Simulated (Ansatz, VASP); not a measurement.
**SiC: VASP beside Ansatz**

```
Si C
1.0
     0.00000    2.08731    2.08731
     2.08731    0.00000    2.08731
     2.08731    2.08731    0.00000
Si C
1 1
Direct
  0.00000 0.00000 0.00000
  0.25000 0.25000 0.25000
```

Alike in both runs: task single point; functional r2SCAN; k mesh 10 × 10 × 10; occupations gaussian, width 0.02 eV; no spin polarisation.

|  | VASP | Ansatz |
| --- | --- | --- |
| version | VASP 6.6.1 | Ansatz 0.2.0 |
| potentials or method | VASP PAW PBE potentials, release 64 (Si, C) | scalar-relativistic, plane waves, PAW |
| plane-wave cutoff (eV) | 520 | 500 |
| valence electrons in the cell | 8 | 8 |

|  | VASP | Ansatz | Ansatz less VASP |
| --- | --- | --- | --- |
| gap on the k mesh at the Fermi level (eV) | 1.63 | 1.62 | -0.015 |
| least direct gap on the mesh (eV) | 5.21 | 5.20 | -0.015 |

Caveats: the PAW data sets were made with another functional, which shifts forces and pressure a little (VASP). r2SCAN opens gaps a little over a GGA but as a rule still falls short of measured ones. A k mesh can miss the band edges.
